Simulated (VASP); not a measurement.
# Ge (P6_3/mmc) in VASP: further runs

Aim: see how the results for Ge move with the level of theory and the settings. Levels: PBE+D3(BJ), AM05. Tasks: relaxation of cell and atoms.

All numbers are computed with VASP 6.6.1; they aren't measurements. Logs are shortened: lines on timing, memory, paths and dates and some standing lists are left out, and cuts for length are marked.

## Step 1: Starting point

The structure is hexagonal, space group P6_3/mmc (No. 194). The conventional cell has a = 3.998 Å, b = 3.998 Å, c = 6.599 Å, α = 90.00°, β = 90.00°, γ = 120.00°. Ge (site symmetry 3m) is surrounded by 4 Ge at 2.45 to 2.47 Å.

This isn't the form of Ge at room conditions, which is diamond.

## Step 2: Relaxation of cell and atoms, PBE+D3(BJ)

Input file INCAR:

```
  PREC = Accurate
  ENCUT = 600
  EDIFF = 1E-6
  ISMEAR = 0
  SIGMA = 0.03
  LREAL = F
  LASPH = T
  NELM = 80
  ALGO = Normal
  ISIF = 3
  LWAVE = F
  LCHARG = F
  GGA = PE
  IVDW = 12
  IBRION = 2
  NSW = 90
  EDIFFG = -0.01
```

Input file KPOINTS:

```
Automatic mesh
0
Gamma
  12 12 5
```

Input file POSCAR:

```
Ge
1.0
    3.9975858431      0.0000000000      0.0000000000
   -1.9987929216      3.4620108940      0.0000000000
    0.0000000000      0.0000000000      6.5993779500
Ge
4
Direct
    0.6666666700      0.3333333300      0.0629012500
    0.3333333300      0.6666666700      0.5629012500
    0.6666666700      0.3333333300      0.4370987500
    0.3333333300      0.6666666700      0.9370987500
```

Potentials or basis: VASP PAW PBE potentials, release 64 (Ge_d).

The run is started by

```sh
> cat potpaw_PBE.64/Ge_d/POTCAR > POTCAR
> mpirun -np 1 vasp_std > vasp.out
```

OUTCAR:

```text
PREC = Accurate
   ENCUT = 600
   EDIFF = 1E-6
   ISMEAR = 0
   LREAL = F
   LASPH = T
   NELM = 80
   ISIF = 3
   GGA = PE
   IVDW = 12
   IBRION = 2
   NSW = 90
   EDIFFG = -0.01
 IVDW          = 12

 ion  position               nearest neighbor table
   1  0.667  0.333  0.063-   4 2.45   4 2.45   4 2.45   3 2.47
   2  0.333  0.667  0.563-   3 2.45   3 2.45   3 2.45   4 2.47
   3  0.667  0.333  0.437-   2 2.45   2 2.45   2 2.45   1 2.47
   4  0.333  0.667  0.937-   1 2.45   1 2.45   1 2.45   2 2.47

  LATTYP: Found a hexagonal cell.
 ALAT       =     3.9975858431
 C/A-ratio  =     1.6508408347

  Lattice vectors:

 A1 = (   3.9975858431,   0.0000000000,   0.0000000000)
 A2 = (  -1.9987929216,   3.4620108940,   0.0000000000)
 A3 = (   0.0000000000,   0.0000000000,   6.5993779500)

Analysis of symmetry for initial positions (statically):
=====================================================================
 Subroutine PRICEL returns:
 Original cell was already a primitive cell.

 Routine SETGRP: Setting up the symmetry group for a
 hexagonal supercell.

 Subroutine GETGRP returns: Found 24 space group operations
 (whereof 12 operations were pure point group operations)
 out of a pool of 24 trial point group operations.

The static configuration has the point symmetry D_3d.
 The point group associated with its full space group is D_6h.

Analysis of symmetry for dynamics (positions and initial velocities):
=====================================================================
 Subroutine PRICEL returns:
 Original cell was already a primitive cell.

 Routine SETGRP: Setting up the symmetry group for a
 hexagonal supercell.

 Subroutine GETGRP returns: Found 24 space group operations
 (whereof 12 operations were pure point group operations)
 out of a pool of 24 trial point group operations.

The dynamic configuration has the point symmetry D_3d.
 The point group associated with its full space group is D_6h.

 Subroutine INISYM returns: Found 24 space group operations
 (whereof 12 operations are pure point group operations),
 and found     1 'primitive' translations

----------------------------------------------------------------------------------------

                                     Primitive cell

  volume of cell :      91.3333

  direct lattice vectors                    reciprocal lattice vectors
     3.997585843  0.000000000  0.000000000     0.250150976  0.144424733  0.000000000
    -1.998792922  3.462010894  0.000000000     0.000000000  0.288849467  0.000000000
     0.000000000  0.000000000  6.599377950     0.000000000  0.000000000  0.151529433

  length of vectors
     3.997585843  3.997585843  6.599377950     0.288849467  0.288849467  0.151529433

  position of ions in fractional coordinates (direct lattice)
     0.666666670  0.333333330  0.062901250
     0.333333330  0.666666670  0.562901250
     0.666666670  0.333333330  0.437098750
     0.333333330  0.666666670  0.937098750

  ion indices of the primitive-cell ions
   primitive index   ion index
                 1           1
                 2           2
                 3           3
                 4           4

----------------------------------------------------------------------------------------

 KPOINTS: Automatic mesh

Automatic generation of k-mesh.
 Grid dimensions read from file:
 generate k-points for:   12   12    5

 Generating k-lattice:

  Cartesian coordinates                     Fractional coordinates (reciprocal lattice)
     0.020845915  0.012035394  0.000000000     0.083333333  0.000000000  0.000000000
     0.000000000  0.024070789  0.000000000     0.000000000  0.083333333  0.000000000
     0.000000000  0.000000000  0.030305887     0.000000000  0.000000000  0.200000000

  Length of vectors
     0.024070789  0.024070789  0.030305887

  Shift w.r.t. Gamma in fractional coordinates (k-lattice)
     0.000000000  0.000000000  0.000000000

 Subroutine IBZKPT returns following result:
 ===========================================

 Found     57 irreducible k-points:

 Following reciprocal coordinates:
            Coordinates               Weight
  0.000000  0.000000  0.000000      1.000000
  0.083333  0.000000  0.000000      6.000000
  0.166667  0.000000  0.000000      6.000000
  0.250000  0.000000  0.000000      6.000000
  0.333333  0.000000  0.000000      6.000000
  0.416667  0.000000  0.000000      6.000000
[... 16 lines left out ...]
  0.250000  0.000000  0.200000     12.000000
  0.333333  0.000000  0.200000     12.000000
 [... further k-points ...]
   k-points           NKPTS =     57   k-points in BZ     NKDIM =     57   number of bands    NBANDS=     33
   number of dos      NEDOS =    301   number of ions     NIONS =      4
   total plane-waves  NPLWV =  55296
   dimension x,y,z NGX =    32 NGY =   32 NGZ =   54
   dimension x,y,z NGXF=    64 NGYF=   64 NGZF=  108
   ions per type =               4
   NGX,Y,Z   is equivalent  to a cutoff of  13.31, 13.31, 13.60 a.u.
   NGXF,Y,Z  is equivalent  to a cutoff of  26.62, 26.62, 27.21 a.u.
 SYSTEM =  unknown system
   PREC   = accura    normal or accurate (medium, high low for compatibility)
   ISTART =      0    job   : 0-new  1-cont  2-samecut
   ICHARG =      2    charge: 1-file 2-atom 10-const
   ISPIN  =      1    spin polarized calculation?
   LNONCOLLINEAR =      F non collinear calculations
   LSORBIT =      F    spin-orbit coupling
   LASPH  =      T    aspherical Exc in radial PAW
   ENCUT  =  600.0 eV  44.10 Ry    6.64 a.u.   7.98  7.98 13.18*2*pi/ulx,y,z
   NELM   =     80;   NELMIN=  2; NELMDL= -5     # of ELM steps
   EDIFF  = 0.1E-05   stopping-criterion for ELM
   LREAL  =      F    real-space projection
   EDIFFG = -.1E-01   stopping-criterion for IOM
   NSW    =     90    number of steps for IOM
   IBRION =      2    ionic relax: 0-MD 1-quasi-New 2-CG
   NFREE  =      1    steps in history (QN), initial steepest desc. (CG)
   ISIF   =      3    stress and relaxation
   ISYM   =      2    0-nonsym 1-usesym 2-fastsym
   POTIM  = 0.5000    time-step for ionic-motion
   TEBEG  =    0.0;   TEEND  =   0.0 temperature during run
   PSTRESS=    0.0 pullay stress
   NELECT =      56.0000    total number of electrons
   NUPDOWN=      -1.0000    fix difference up-down
   EMIN   =  10.00;   EMAX   =-10.00  energy-range for DOS
   EFERMI =   0.00;   METHOD = LEGACY
   ISMEAR =     0;   SIGMA  =   0.03  broadening in eV -4-tet -1-fermi 0-gaus
   EFERMI_NEDOS =   21; number of points for ismear=-14 and -15
   IALGO  =     38    algorithm
   IMIX   =      4    mixing-type and parameters
     AMIX     =   0.40;   BMIX     =  1.00
     AMIX_MAG =   1.60;   BMIX_MAG =  1.00
  volume/ion in A,a.u.               =      22.83       154.09
  Fermi-wavevector in a.u.,A,eV,Ry     =   1.390789  2.628209 26.317650  1.934293
  Thomas-Fermi vector in A             =   2.514690
   LORBIT       =      0    0 simple, 1 ext, 2 COOP (PROOUT), +10 PAW based schemes
   GGA     = PE    functional components
   LHFCALC =     F    Hartree Fock is set to
   AEXX    =    0.0000 exact exchange contribution
   IVDW    =    12    specifies the selected vdW correction
   LEPSILON=     F    determine dielectric tensor
   LRPA    =     F    only Hartree local field effects (RPA)
 conjugate gradient relaxation of ions
 non-spin polarized calculation
 Gauss-broadening in eV      SIGMA  =   0.03
  energy-cutoff  :      600.00
  volume of cell :       91.33
 maximum number of plane-waves:      3072
 NGX is ok and might be reduce to    32
   NGX = 15   NGY = 15   NGZ = 27

--------------------------------------- Ionic step        1  -------------------------------------------

 number of electron      55.9999987 magnetization

 Free energy of the ion-electron system (eV)
  ---------------------------------------------------
  ext. energy  EPLUGINS =         0.00000000
  ---------------------------------------------------
  free energy    TOTEN  =       -17.96656159 eV

  energy without entropy =      -17.96653381  energy(sigma->0) =      -17.96654770

------------------------ aborting loop because EDIFF is reached ----------------------------------------

 Edisp (eV)   -1.17537

 E8    (eV) :    -0.5261

  FORCE on cell =-STRESS in cart. coord.  units (eV):
  Direction    XX          YY          ZZ          XY          YZ          ZX
  --------------------------------------------------------------------------------------
  -------------------------------------------------------------------------------------
  Total       0.41684     0.41684     0.42730    -0.00000     0.00000     0.00000
  in kB       7.31233     7.31233     7.49579    -0.00000     0.00000     0.00000
  external pressure =        7.37 kB  Pullay stress =        0.00 kB
[... 149 lines left out ...]
  energy  without entropy=      -19.1444418941  energy(sigma->0) =      -19.14446812

--------------------------------------- Ionic step        5  -------------------------------------------

 number of electron      55.9999984 magnetization

 Free energy of the ion-electron system (eV)
  ---------------------------------------------------
  ext. energy  EPLUGINS =         0.00000000
  ---------------------------------------------------
  free energy    TOTEN  =       -17.98464365 eV

  energy without entropy =      -17.98459376  energy(sigma->0) =      -17.98461870

 E-fermi :   4.8339     XC(G=0):  -9.8180

 val. band max:        4.7957966927   @ k =   0.0833   0.0000   0.0000
 cond. band min:       4.8601715695   @ k =   0.0000   0.0000   0.2000
 fundamental gap:      0.0643748768
 Fermi energy:         4.8339460222

 k-point     1 :       0.0000    0.0000    0.0000
  band No.  band energies     occupation
      1     -20.0378      2.00000
      2     -20.0378      2.00000
      3     -20.0012      2.00000
      4     -20.0008      2.00000
      5     -20.0008      2.00000
      6     -19.9890      2.00000
[... 853 lines left out ...]
     32       8.9219      0.00000
     33       9.5876      0.00000

 [... further k-points ...]

------------------------ aborting loop because EDIFF is reached ----------------------------------------

 Edisp (eV)   -1.15988

 E8    (eV) :    -0.5191

  FORCE on cell =-STRESS in cart. coord.  units (eV):
  Direction    XX          YY          ZZ          XY          YZ          ZX
  --------------------------------------------------------------------------------------
  -------------------------------------------------------------------------------------
  Total      -0.03863    -0.03863    -0.00684     0.00000     0.00000     0.00000
  in kB      -0.66891    -0.66891    -0.11851     0.00000     0.00000     0.00000
  external pressure =       -0.49 kB  Pullay stress =        0.00 kB
[... 19 lines left out ...]
  FREE ENERGIE OF THE ION-ELECTRON SYSTEM (eV)
  ---------------------------------------------------
  free  energy   TOTEN  =       -19.1445241136 eV

  energy  without entropy=      -19.1444742230  energy(sigma->0) =      -19.14449917

 reached required accuracy - stopping structural energy minimisation
```

It took 4.8 min on 1 thread of Intel Xeon Platinum 8488C (Sapphire Rapids), shared host; peak memory 0.32 GiB.

Results:

```yaml
Free_energy: -19.1445 eV
Relaxed_volume: 23.13 Å³/atom
Relaxed_cell: a = 4.015 Å, b = 4.015 Å, c = 6.629 Å, α = 90.00°, β = 90.00°, γ = 120.00°
Space_group_after_relaxing_to_0.05_Å: P6_3/mmc (No. 194)
Energy_gained_by_relaxing: 0.6 meV/atom
Ionic_steps: 5
Pressure_after_relaxing: 0.0 GPa
Band_gap_on_the_k_mesh: 0.06 eV, indirect (least direct gap 0.15 eV)
Dispersion_energy_per_atom: -0.290 eV
```

Step by step:
| step | energy change (eV) | largest force (eV/Å) | pressure (GPa) | volume (Å³) |
| --- | --- | --- | --- | --- |
| 1 | 0.0000 | 0.0141 | 0.74 | 91.33 |
| 2 | -0.0024 | 0.0070 | -0.10 | 92.73 |
| 3 | -0.0026 | 0.0001 | 0.05 | 92.51 |
| 4 | -0.0026 | 0.0047 | -0.15 | 92.58 |
| 5 | -0.0026 | 0.0012 | -0.05 | 92.53 |

Final structure:
```
Ge
1.0
     4.01483    0.00000    0.00000
    -2.00742    3.47695    0.00000
     0.00000    0.00000    6.62856
Ge
4
Direct
  0.66667 0.33333 0.06299
  0.33333 0.66667 0.56299
  0.66667 0.33333 0.43701
  0.33333 0.66667 0.93701
```

Caveat: an odd mesh through Γ misses points on the zone boundary, where band edges often lie. As with any semilocal functional, this PBE gap is likely too small.

## Step 3: Relaxation of cell and atoms, PBE+D3(BJ)

This run uses another cell than the first one, of 23.13 Å³/atom, 1.013 times its volume.

INCAR, as its differences from that of step 2:

```diff
@@ -2,3 +2,3 @@
   ENCUT = 600
-  EDIFF = 1E-6
+  EDIFF = 1E-7
   ISMEAR = 0
@@ -16,2 +16,2 @@
   NSW = 90
-  EDIFFG = -0.01
+  EDIFFG = -0.005
```

KPOINTS is that of step 2.

Input file POSCAR:

```
Ge                                      
1.0
    4.0148307421     -0.0000000000      0.0000000000
   -2.0074153711      3.4769454146     -0.0000000000
    0.0000000000      0.0000000000      6.6285607775
  Ge            
     4
Direct
     0.6666666699999979    0.3333333300000021    0.0629896162264580
     0.3333333300000021    0.6666666699999979    0.5629896162264580
     0.6666666699999979    0.3333333300000021    0.4370103837735421
     0.3333333300000021    0.6666666699999979    0.9370103837735420
```

Potentials or basis: VASP PAW PBE potentials, release 64 (Ge_d).

The run is started by

```sh
> cat potpaw_PBE.64/Ge_d/POTCAR > POTCAR
> mpirun -np 1 vasp_std > vasp.out
```

OUTCAR:

```text
PREC = Accurate
   ENCUT = 600
   EDIFF = 1E-7
   ISMEAR = 0
   LREAL = F
   LASPH = T
   NELM = 80
   ISIF = 3
   GGA = PE
   IVDW = 12
   IBRION = 2
   NSW = 90
   EDIFFG = -0.005
 IVDW          = 12

 ion  position               nearest neighbor table
   1  0.667  0.333  0.063-   4 2.46   4 2.46   4 2.46   3 2.48
   2  0.333  0.667  0.563-   3 2.46   3 2.46   3 2.46   4 2.48
   3  0.667  0.333  0.437-   2 2.46   2 2.46   2 2.46   1 2.48
   4  0.333  0.667  0.937-   1 2.46   1 2.46   1 2.46   2 2.48

  LATTYP: Found a hexagonal cell.
 ALAT       =     4.0148307421
 C/A-ratio  =     1.6510187361

  Lattice vectors:

 A1 = (   4.0148307421,   0.0000000000,   0.0000000000)
 A2 = (  -2.0074153711,   3.4769454146,   0.0000000000)
 A3 = (   0.0000000000,   0.0000000000,   6.6285607775)

Analysis of symmetry for initial positions (statically):
=====================================================================
 Subroutine PRICEL returns:
 Original cell was already a primitive cell.

 Routine SETGRP: Setting up the symmetry group for a
[... 228 lines left out ...]

 E-fermi :   4.8503     XC(G=0):  -9.8249

 val. band max:        4.8089746275   @ k =   0.0833   0.0000   0.0000
 cond. band min:       4.8804777263   @ k =   0.0000   0.0000   0.2000
 fundamental gap:      0.0715030988
 Fermi energy:         4.8502790182

 k-point     1 :       0.0000    0.0000    0.0000
  band No.  band energies     occupation
      1     -20.0260      2.00000
      2     -20.0260      2.00000
      3     -19.9890      2.00000
      4     -19.9890      2.00000
      5     -19.9890      2.00000
      6     -19.9767      2.00000
[... 853 lines left out ...]
     32       8.9402      0.00000
     33       9.6049      0.00000

 [... further k-points ...]

------------------------ aborting loop because EDIFF is reached ----------------------------------------

 Edisp (eV)   -1.16160

 E8    (eV) :    -0.5199

  FORCE on cell =-STRESS in cart. coord.  units (eV):
  Direction    XX          YY          ZZ          XY          YZ          ZX
  --------------------------------------------------------------------------------------
  -------------------------------------------------------------------------------------
  Total       0.01098     0.01098     0.00062    -0.00000    -0.00000     0.00000
  in kB       0.19034     0.19034     0.01077    -0.00000    -0.00000     0.00000
  external pressure =        0.13 kB  Pullay stress =        0.00 kB

 VOLUME and BASIS-vectors are now :
 -----------------------------------------------------------------------------
  energy-cutoff  :      600.00
  volume of cell :       92.40
      direct lattice vectors                 reciprocal lattice vectors
     4.012383982  0.000000000  0.000000000     0.249228390  0.143892078  0.000000000
    -2.006191991  3.474826458 -0.000000000    -0.000000000  0.287784156  0.000000000
     0.000000000  0.000000000  6.627029293    -0.000000000  0.000000000  0.150897175

 POSITION                                       TOTAL-FORCE (eV/Angst)
 -----------------------------------------------------------------------------------
      2.00619      1.15828      0.41732         0.000000      0.000000      0.004280
     -0.00000      2.31655      3.73084        -0.000000     -0.000000      0.004280
      2.00619      1.15828      2.89619         0.000000      0.000000     -0.004280
     -0.00000      2.31655      6.20970        -0.000000     -0.000000     -0.004280
 -----------------------------------------------------------------------------------
    total drift:                                0.000007     -0.000004      0.000003

  FREE ENERGIE OF THE ION-ELECTRON SYSTEM (eV)
  ---------------------------------------------------
  free  energy   TOTEN  =       -19.1446770455 eV

  energy  without entropy=      -19.1446387880  energy(sigma->0) =      -19.14465792

 reached required accuracy - stopping structural energy minimisation
```

CONTCAR:

```text
Ge
   1.00000000000000
     4.0123839822990996    0.0000000000000352    0.0000000000000000
    -2.0061919911994885    3.4748264584553583   -0.0000000000000000
     0.0000000000000000    0.0000000000000000    6.6270292926894871
  Ge
     4
Direct
     0.6666666699999979    0.3333333300000021    0.0629731183776368
     0.3333333300000021    0.6666666699999979    0.5629731183776367
     0.6666666699999979    0.3333333300000021    0.4370268816223632
     0.3333333300000021    0.6666666699999979    0.9370268816223633

  0.00000000E+00  0.00000000E+00  0.00000000E+00
  0.00000000E+00  0.00000000E+00  0.00000000E+00
  0.00000000E+00  0.00000000E+00  0.00000000E+00
  0.00000000E+00  0.00000000E+00  0.00000000E+00
```

Run time: 2.9 min. Hardware: 1 thread of Intel Xeon Platinum 8488C (Sapphire Rapids), shared host; peak memory 0.32 GiB.

Results:

- Free energy: -19.1447 eV
- Relaxed volume: 23.10 Å³/atom
- Relaxed cell: a = 4.012 Å, b = 4.012 Å, c = 6.627 Å, α = 90.00°, β = 90.00°, γ = 120.00°
- Space group after relaxing (to 0.05 Å): P6_3/mmc (No. 194)
- Energy gained by relaxing: 0.0 meV/atom
- Ionic steps: 2
- Pressure after relaxing: 0.0 GPa
- Largest force after relaxing: 0.004 eV/Å
- Band gap on the k mesh: 0.07 eV, indirect (least direct gap 0.15 eV)
- Dispersion energy per atom: -0.290 eV

Forces on the atoms (eV/Å):
```
Ge   0.000  0.000  0.004
Ge   0.000  0.000  0.004
Ge   0.000  0.000 -0.004
Ge   0.000  0.000 -0.004
```

Final structure:
```
Ge
1.0
     4.01238    0.00000    0.00000
    -2.00619    3.47483    0.00000
     0.00000    0.00000    6.62703
Ge
4
Cartesian
  2.0062 1.1583 0.4173
  0.0000 2.3166 3.7308
  2.0062 1.1583 2.8962
  0.0000 2.3166 6.2097
```

Levels at points of the mesh, in eV from the valence-band top:
```
           k point  band 26  band 27  band 28  band 29  band 30  band 31
(0.00, 0.00, 0.00)    -0.12    -0.07    -0.06     0.16     0.16     2.31
(0.50, 0.00, 0.00)    -2.98    -2.72    -1.38     0.60     1.66     3.61
```

Caveat: an odd mesh through Γ misses points on the zone boundary, where band edges often lie. A hybrid or GW would open this gap; PBE tends to underestimate it.

[end of part 1 of 2]
